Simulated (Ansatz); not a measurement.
# Al16P17: the cost of one run

Program: Ansatz 0.2.0. Level of theory: DFT PBE, scalar-relativistic, plane waves, PAW. These are calculated values, not measurements.

2 further runs of the same task are left out: 2 set aside as unsound or not needed.

## 1. The starting structure

It takes space group F-43m (No. 216, cubic). Conventional cell: a = 5.507 Å, b = 5.507 Å, c = 5.507 Å, α = 90.00°, β = 90.00°, γ = 90.00°. Around Al (site symmetry -43m) lie 4 P at 2.38 Å. Around P (site symmetry -43m) lie 4 Al at 2.38 Å.

Coordinates:

```
Al P
1.0
     0.00000    2.75367    2.75367
     2.75367    0.00000    2.75367
     2.75367    2.75367    0.00000
Al P
1 1
Direct
  0.00000 0.00000 0.00000
  0.75000 0.75000 0.75000
```

It goes back to an entry of the Materials Project.

This cell was relaxed beforehand with the same method: volume 20.88 Å³/atom, gap on the mesh 1.63 eV.

The host's static dielectric tensor, from an earlier linear-response run, has a mean of 10.38.

The perfect supercell (rows -1 -1 3; -1 -1 -1; 3 -1 -1 in vectors of this cell) was computed beforehand with the same settings: E(σ→0) = -20711.0963 eV for 32 atoms, gap 2.42 eV on its own mesh.

## 2. Making the defect

The extra atom is put at (0.000, 0.750, 0.000) of the supercell, the middle of a void of radius 2.38 Å. A small random displacement (spread 0.06 Å) lets the symmetry of the site break. Its neighbours are 4 Al at 2.38 Å, 6 P at 2.75 Å.

## 3. Relaxing the defect, charge 0

The input, input.yaml:

```yaml
crystal:
  lattice:
    - [5.5073398859, 5.5073398859, -5.5073398859]
    - [-5.5073398859, -5.5073398859, -5.5073398859]
    - [-5.5073398859, 5.5073398859, 5.5073398859]
  atoms:
    - { symbol: Al, position: [0.25, 0.0, 0.75] }
    - { symbol: Al, position: [0.5, 0.75, 0.75] }
    - { symbol: Al, position: [0.7447889759, 0.4979647079, 0.7351504386], spin: 0.091 }
    - { symbol: Al, position: [0.75, 0.0, 0.25] }
    - { symbol: Al, position: [-0.0024402653, 1.0020418736, -0.0081348317], spin: 0.091 }
    - { symbol: Al, position: [0.250524581, 0.7453205545, 0.0022684965], spin: 0.091 }
    - { symbol: Al, position: [0.5, 0.5, 0.0] }
    - { symbol: Al, position: [0.75, 0.25, 0.0] }
    - { symbol: Al, position: [0.0, 0.25, 0.75] }
    - { symbol: Al, position: [0.5, 0.0, 0.5] }
    - { symbol: Al, position: [0.75, 0.75, 0.5] }
    - { symbol: Al, position: [0.0058951134, 0.7476715363, 0.2601403434], spin: 0.091 }
    - { symbol: Al, position: [0.25, 0.5, 0.25] }
    - { symbol: Al, position: [0.5, 0.25, 0.25] }
    - { symbol: Al, position: [0.0, 0.5, 0.5] }
    - { symbol: Al, position: [0.25, 0.25, 0.5] }
    - { symbol: P, position: [0.2406892038, 0.9973584721, -0.0023905651], spin: 0.091 }
    - { symbol: P, position: [0.5, 0.75, 0.0] }
    - { symbol: P, position: [0.7652339012, 0.4999398045, 0.0076014245], spin: 0.091 }
    - { symbol: P, position: [0.75, 0.0, 0.5] }
    - { symbol: P, position: [-0.0034704703, 1.0080176799, 0.2533501693], spin: 0.091 }
    - { symbol: P, position: [0.2520132825, 0.7475592823, 0.2547256863], spin: 0.091 }
    - { symbol: P, position: [0.5, 0.5, 0.25] }
    - { symbol: P, position: [0.75, 0.25, 0.25] }
    - { symbol: P, position: [0.0, 0.25, 0.0] }
    - { symbol: P, position: [0.5, 1.0, 0.75] }
    - { symbol: P, position: [0.745553878, 0.7539197585, 0.7440432168], spin: 0.091 }
    - { symbol: P, position: [0.0, 0.75, 0.5] }
    - { symbol: P, position: [0.25, 0.5, 0.5] }
    - { symbol: P, position: [0.5, 0.25, 0.5] }
    - { symbol: P, position: [0.0051097235, 0.5060176642, 0.7513408445], spin: 0.091 }
    - { symbol: P, position: [0.25, 0.25, 0.75] }
    - { symbol: P, position: [-0.0104761246, 0.7480714226, -0.0032488369], spin: 0.091 }
  host:
    lattice:
      - [0.0, 2.7536699429, 2.7536699429]
      - [2.7536699429, 0.0, 2.7536699429]
      - [2.7536699429, 2.7536699429, 0.0]
    atoms:
      - { symbol: Al, position: [0.0, 0.0, 0.0] }
      - { symbol: P, position: [0.75, 0.75, 0.75] }
basis:
  ecutwfc: 420
  xc_grid: 2
kpoints:
  mp_grid: { grid: [2, 2, 2], shift: [0.5, 0.5, 0.5] }
hamiltonian:
  xc: pbe
scf:
  occupations: { method: gaussian, width: 0.01 }
output:
  forces: true
  stress: false
  eigenvalues: true
  populations: true
  charged_corrections:
    defect_position: [0.0, 0.75, 0.0]
    epsilon: [[10.3826, 0.0, 0.0], [0.0, 10.3826, 0.0], [0.0, 0.0, 10.3826]]
  write_density: true
  write_potential: true
  elf: true
  volumetric_format: npy
magnetization:
  spin_polarized: true
relax:
  adjacent_minimum: "off"
  f_tol: 0.025
  max_steps: 45
```

Command:

```bash
$ ansatz run input.yaml --threads 4 --pin off --max-ram 10240MiB --backend cpu --events-out ev --progress --plain --runs-dir out
```

What time and memory should one allow on 4 threads of Intel Xeon 6975P-C (Granite Rapids), shared host?

About 78 s, with a peak of 1.8 GiB.
